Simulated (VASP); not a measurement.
# C (Fd-3m) in VASP: a series of runs

Runs on C. Level: LDA. Tasks: single point.

Everything below comes from runs of VASP 6.6.1. Logs are shortened: lines on timing, memory, paths and dates and some standing lists are left out, and cuts for length are marked.

## (1) The undisturbed crystal

It takes space group Fd-3m (No. 227, cubic). The conventional cell has a = 3.567 Å, b = 3.567 Å, c = 3.567 Å, α = 90.00°, β = 90.00°, γ = 90.00°. Around C (site symmetry -43m) lie 4 C at 1.54 Å.

This isn't the form of C at room conditions, which is graphite.

## (2) Single point, LDA (grid = ENCUT=400 dk=0.45 cell=3x3x2 ISMEAR=0 SIGMA=0.05 LREAL=False EDIFF=1e-06)

Input file INCAR:

```
SYSTEM = C
PREC     = Accurate       ! precision mode
ENCUT    = 400            ! plane-wave cutoff, eV
EDIFF    = 1E-6           ! SCF threshold, eV
ISMEAR   = 0              ! smearing method
SIGMA    = 0.05           ! smearing width, eV
LREAL    = .FALSE.        ! projectors in reciprocal space
LASPH    = .TRUE.         ! aspherical terms in the spheres
NELM     = 120            ! most SCF steps
ALGO     = Fast           ! electronic algorithm
ISIF     = 2              ! what is computed and relaxed
LWAVE    = .FALSE.        ! write WAVECAR
LCHARG   = .FALSE.        ! write CHGCAR
GGA      = CA             ! functional
NBANDS   = 84             ! bands
NCORE    = 1            
KPAR     = 2
```

Input file KPOINTS:

```
regular mesh
0
G
  3 3 4
  0 0 0
```

Input file POSCAR:

```
C
1.0
    0.0000000000      5.3501100000      5.3501100000
    5.3501100000      0.0000000000      5.3501100000
    3.5667400000      3.5667400000      0.0000000000
C
36
Direct
    0.2500000000      0.2500000000      0.3750000000
    0.2500000000      0.2500000000      0.8750000000
    0.2500000000      0.5833333333      0.3750000000
    0.2500000000      0.5833333333      0.8750000000
    0.2500000000      0.9166666667      0.3750000000
    0.2500000000      0.9166666667      0.8750000000
    0.5833333333      0.2500000000      0.3750000000
    0.5833333333      0.2500000000      0.8750000000
    0.5833333333      0.5833333333      0.3750000000
    0.5833333333      0.5833333333      0.8750000000
    0.5833333333      0.9166666667      0.3750000000
    0.5833333333      0.9166666667      0.8750000000
    0.9166666667      0.2500000000      0.3750000000
    0.9166666667      0.2500000000      0.8750000000
    0.9166666667      0.5833333333      0.3750000000
    0.9166666667      0.5833333333      0.8750000000
    0.9166666667      0.9166666667      0.3750000000
    0.9166666667      0.9166666667      0.8750000000
    0.1666666667      0.1666666667      0.2500000000
    0.1666666667      0.1666666667      0.7500000000
    0.1666666667      0.5000000000      0.2500000000
    0.1666666667      0.5000000000      0.7500000000
    0.1666666667      0.8333333333      0.2500000000
    0.1666666667      0.8333333333      0.7500000000
    0.5000000000      0.1666666667      0.2500000000
    0.5000000000      0.1666666667      0.7500000000
    0.5000000000      0.5000000000      0.2500000000
    0.5000000000      0.5000000000      0.7500000000
    0.5000000000      0.8333333333      0.2500000000
    0.5000000000      0.8333333333      0.7500000000
    0.8333333333      0.1666666667      0.2500000000
    0.8333333333      0.1666666667      0.7500000000
    0.8333333333      0.5000000000      0.2500000000
    0.8333333333      0.5000000000      0.7500000000
    0.8333333333      0.8333333333      0.2500000000
    0.8333333333      0.8333333333      0.7500000000
```

Potentials or basis: VASP PAW LDA potentials, release 64 (C).

On the command line:

```
$ cat potpaw_LDA.64/C/POTCAR > POTCAR
$ mpirun -np 4 vasp_std > vasp.out
```

OUTCAR:

```text
SYSTEM = C
   PREC = Accurate
   ENCUT = 400
   EDIFF = 1E-6
   ISMEAR = 0
   LREAL = .FALSE.
   LASPH = .TRUE.
   NELM = 120
   ISIF = 2
   GGA = CA

 Found     14 irreducible k-points:

 Following reciprocal coordinates:
            Coordinates               Weight
  0.000000  0.000000  0.000000      1.000000
  0.333333  0.000000  0.000000      4.000000
  0.333333  0.333333  0.000000      2.000000
 -0.333333  0.333333  0.000000      2.000000
  0.000000  0.000000  0.250000      2.000000
  0.333333  0.000000  0.250000      4.000000
   k-points           NKPTS =     14   k-points in BZ     NKDIM =     14   number of bands    NBANDS=     84
   number of dos      NEDOS =    301   number of ions     NIONS =     36
   total plane-waves  NPLWV =  90000
   dimension x,y,z NGX =    50 NGY =   50 NGZ =   36
   dimension x,y,z NGXF=   100 NGYF=  100 NGZF=   72
   ions per type =              36
   NGX,Y,Z   is equivalent  to a cutoff of  10.99, 10.99, 11.86 a.u.
   NGXF,Y,Z  is equivalent  to a cutoff of  21.97, 21.97, 23.73 a.u.
 SYSTEM =  C
   PREC   = accura    normal or accurate (medium, high low for compatibility)
   ISTART =      0    job   : 0-new  1-cont  2-samecut
   ICHARG =      2    charge: 1-file 2-atom 10-const
   ISPIN  =      1    spin polarized calculation?
   LNONCOLLINEAR =      F non collinear calculations
   LSORBIT =      F    spin-orbit coupling
   LASPH  =      T    aspherical Exc in radial PAW
   ENCUT  =  400.0 eV  29.40 Ry    5.42 a.u.  12.34 12.34  8.23*2*pi/ulx,y,z
   NELM   =    120;   NELMIN=  2; NELMDL= -5     # of ELM steps
   EDIFF  = 0.1E-05   stopping-criterion for ELM
   LREAL  =      F    real-space projection
   EDIFFG = 0.1E-04   stopping-criterion for IOM
   NSW    =      0    number of steps for IOM
   IBRION =     -1    ionic relax: 0-MD 1-quasi-New 2-CG
   NFREE  =      0    steps in history (QN), initial steepest desc. (CG)
   ISIF   =      2    stress and relaxation
   ISYM   =      2    0-nonsym 1-usesym 2-fastsym
   POTIM  = 0.5000    time-step for ionic-motion
   TEBEG  =    0.0;   TEEND  =   0.0 temperature during run
   PSTRESS=    0.0 pullay stress
   NELECT =     144.0000    total number of electrons
   NUPDOWN=      -1.0000    fix difference up-down
   EMIN   =  10.00;   EMAX   =-10.00  energy-range for DOS
   EFERMI =   0.00;   METHOD = LEGACY
   ISMEAR =     0;   SIGMA  =   0.05  broadening in eV -4-tet -1-fermi 0-gaus
   EFERMI_NEDOS =   21; number of points for ismear=-14 and -15
   IALGO  =     68    algorithm
   IMIX   =      4    mixing-type and parameters
     AMIX     =   0.40;   BMIX     =  1.00
     AMIX_MAG =   1.60;   BMIX_MAG =  1.00
  volume/ion in A,a.u.               =       5.67        38.28
  Fermi-wavevector in a.u.,A,eV,Ry     =   1.457203  2.753714 28.891161  2.123440
  Thomas-Fermi vector in A             =   2.574032
   LORBIT       =      0    0 simple, 1 ext, 2 COOP (PROOUT), +10 PAW based schemes
   GGA     = CA    functional components
   LHFCALC =     F    Hartree Fock is set to
   AEXX    =    0.0000 exact exchange contribution
   IVDW    =     0    specifies the selected vdW correction
   LEPSILON=     F    determine dielectric tensor
   LRPA    =     F    only Hartree local field effects (RPA)
 non-spin polarized calculation
 RMM-DIIS sequential band-by-band and
 Gauss-broadening in eV      SIGMA  =   0.05
  energy-cutoff  :      400.00
  volume of cell :      204.19
 maximum number of plane-waves:      3726
 NGX is ok and might be reduce to    50
   NGX = 25   NGY = 25   NGZ = 17

 number of electron     144.0000012 magnetization

 Free energy of the ion-electron system (eV)
  ---------------------------------------------------
  ext. energy  EPLUGINS =         0.00000000
  ---------------------------------------------------
  free energy    TOTEN  =      -364.44573456 eV

  energy without entropy =     -364.44573456  energy(sigma->0) =     -364.44573456

 E-fermi :  10.0334     XC(G=0): -13.4999

 val. band max:        9.7439260755   @ k =   0.0000   0.0000   0.0000
 cond. band min:      13.8492590970   @ k =   0.0000   0.0000   0.0000
 fundamental gap:      4.1053330215
 Fermi energy:        10.0334009676

 k-point     1 :       0.0000    0.0000    0.0000
  band No.  band energies     occupation
      1     -11.5980      2.00000
      2      -8.5804      2.00000
      3      -8.5804      2.00000
      4      -8.5804      2.00000
      5      -8.5804      2.00000
      6      -7.5797      2.00000
[... 76 lines left out ...]
     83      16.0107      0.00000
     84      17.8367      0.00000

 k-point     2 :       0.3333    0.0000    0.0000
  band No.  band energies     occupation
      1     -11.2568      2.00000
      2     -10.2404      2.00000
      3      -8.9055      2.00000
      4      -8.5694      2.00000
      5      -7.6122      2.00000
      6      -6.8844      2.00000
[... 76 lines left out ...]
     83      16.4531      0.00000
     84      16.7008      0.00000

 k-point     3 :       0.3333    0.3333    0.0000
  band No.  band energies     occupation
      1     -11.1431      2.00000
      2      -9.7900      2.00000
      3      -9.4585      2.00000
      4      -9.4585      2.00000
      5      -7.1014      2.00000
      6      -6.8896      2.00000
[... 76 lines left out ...]
     83      16.7239      0.00000
     84      17.0921      0.00000

 k-point     4 :      -0.3333    0.3333    0.0000
  band No.  band energies     occupation
      1     -10.6905      2.00000
      2     -10.3521      2.00000
      3     -10.3521      2.00000
      4      -8.0330      2.00000
      5      -6.7472      2.00000
      6      -6.7472      2.00000
[... 76 lines left out ...]
     83      16.1348      0.00000
     84      17.3694      0.00000

 k-point     5 :       0.0000    0.0000    0.2500
  band No.  band energies     occupation
      1     -11.1663      2.00000
      2      -8.8997      2.00000
      3      -8.8997      2.00000
      4      -8.6475      2.00000
      5      -8.2908      2.00000
      6      -7.8113      2.00000
[... 76 lines left out ...]
     83      16.3818      0.00000
     84      16.4682      0.00000

 k-point     6 :       0.3333    0.0000    0.2500
  band No.  band energies     occupation
      1     -11.0811      2.00000
      2      -9.4809      2.00000
      3      -9.3146      2.00000
      4      -8.5297      2.00000
      5      -7.9505      2.00000
      6      -7.2611      2.00000
[... 76 lines left out ...]
     83      17.2630      0.00000
     84      17.3197      0.00000

 [... further k-points ...]

------------------------ aborting loop because EDIFF is reached ----------------------------------------

  FORCE on cell =-STRESS in cart. coord.  units (eV):
  Direction    XX          YY          ZZ          XY          YZ          ZX
  --------------------------------------------------------------------------------------
  -------------------------------------------------------------------------------------
  Total      -19.7333403    -19.7333403    -19.7553959      0.0328939     -0.0041058     -0.0041058
  in kB     -154.8404113   -154.8404113   -155.0134739      0.2581064     -0.0322169     -0.0322170
  external PRESSURE =    -154.8980989 kB  Pullay stress =       0.0000000 kB

 VOLUME and BASIS-vectors are now :
 -----------------------------------------------------------------------------
  energy-cutoff  :      400.00
  volume of cell :      204.19
      direct lattice vectors                 reciprocal lattice vectors
     0.000000000  5.350110000  5.350110000    -0.093456022  0.093456022  0.093456022
     5.350110000  0.000000000  5.350110000     0.093456022 -0.093456022  0.093456022
     3.566740000  3.566740000  0.000000000     0.140184034  0.140184034 -0.140184034

 POSITION                                       TOTAL-FORCE (eV/Angst)
 -----------------------------------------------------------------------------------
      2.67505      2.67505      2.67505        -0.000205     -0.000205      0.000023
      4.45843      4.45843      2.67505        -0.000205     -0.000205      0.000023
      4.45842      2.67505      4.45842        -0.000205     -0.000205      0.000023
      6.24179      4.45843      4.45842        -0.000205     -0.000205      0.000023
      6.24180      2.67505      6.24180        -0.000205     -0.000205      0.000023
      8.02517      4.45843      6.24180        -0.000205     -0.000205      0.000023
[... 28 lines left out ...]
      5.35011      5.35011      8.91685         0.000205      0.000205     -0.000023
      7.13348      7.13348      8.91685         0.000205      0.000205     -0.000023
 -----------------------------------------------------------------------------------
    total drift:                                0.000002      0.000002      0.000003

  FREE ENERGIE OF THE ION-ELECTRON SYSTEM (eV)
  ---------------------------------------------------
  free  energy   TOTEN  =      -364.4457345559 eV

  energy  without entropy=     -364.4457345559  energy(sigma->0) =     -364.44573456
```

It took 95 s on 4 MPI ranks of Intel Xeon Platinum 8259CL at 2.50GHz (Skylake/Cascade Lake), shared host; peak memory 0.21 GiB.

The run converged, but some of its settings lie outside the range that counts as converged, so its numbers aren't taken as properties of the crystal.

What came out:

| Quantity | Value |
| --- | --- |
| Free energy | -364.4457 eV |
| Band gap on the k mesh | 4.11 eV |

Caveat: the cutoff is under 1.25 times the usual one of these potentials, so pressure, stress and relaxed cells hold a basis-set (Pulay) error; an odd mesh through Γ misses points on the zone boundary, where band edges often lie.

## (3) Single point, LDA (grid = ENCUT=400 dk=0.45 cell=3x3x2 ISMEAR=0 SIGMA=0.02 LREAL=Auto EDIFF=1e-06)

INCAR: that of step 2 with these lines changed.

```diff
@@ -5,4 +5,4 @@
 ISMEAR   = 0              ! smearing method
-SIGMA    = 0.05           ! smearing width, eV
-LREAL    = .FALSE.        ! projectors in reciprocal space
+SIGMA    = 0.02           ! smearing width, eV
+LREAL    = Auto         
 LASPH    = .TRUE.         ! aspherical terms in the spheres
```

KPOINTS is that of step 2.

POSCAR is that of step 2.

Potentials or basis: VASP PAW LDA potentials, release 64 (C).

On the command line:

```
$ cat potpaw_LDA.64/C/POTCAR > POTCAR
$ mpirun -np 4 vasp_std > vasp.out
```

Run time: 2.6 min. Hardware: 4 MPI ranks of Intel Xeon Platinum 8259CL at 2.50GHz (Skylake/Cascade Lake), shared host; peak memory 0.22 GiB.

These settings aren't checked as converged: the numbers below hold their error.

What came out:

```
Free energy            : -364.4489 eV
Band gap on the k mesh : 4.11 eV
```

Caveat: the cutoff is under 1.25 times the usual one of these potentials, so pressure, stress and relaxed cells hold a basis-set (Pulay) error; an odd mesh through Γ misses points on the zone boundary, where band edges often lie.

## (4) Single point, LDA (grid = ENCUT=460 dk=0.45 cell=3x3x2 ISMEAR=0 SIGMA=0.05 LREAL=Auto EDIFF=1e-06)

INCAR: that of step 3 with these lines changed.

```diff
@@ -2,6 +2,6 @@
 PREC     = Accurate       ! precision mode
-ENCUT    = 400            ! plane-wave cutoff, eV
+ENCUT    = 460            ! plane-wave cutoff, eV
 EDIFF    = 1E-6           ! SCF threshold, eV
 ISMEAR   = 0              ! smearing method
-SIGMA    = 0.02           ! smearing width, eV
+SIGMA    = 0.05           ! smearing width, eV
 LREAL    = Auto
```

KPOINTS is that of step 3.

POSCAR is that of step 3.

On the command line:

```
$ cat potpaw_LDA.64/C/POTCAR > POTCAR
$ mpirun -np 4 vasp_std > vasp.out
```

Wall time 2.3 min (4 MPI ranks of Intel Xeon Platinum 8259CL at 2.50GHz (Skylake/Cascade Lake), shared host); peak memory 0.23 GiB.

These settings aren't checked as converged: the numbers below hold their error.

What came out:

```
Free energy            : -364.2842 eV
Pressure               : -11.9 GPa
Band gap on the k mesh : 4.12 eV
```

Caveat: the cutoff is under 1.25 times the usual one of these potentials, so pressure, stress and relaxed cells hold a basis-set (Pulay) error; an odd mesh through Γ misses points on the zone boundary, where band edges often lie.
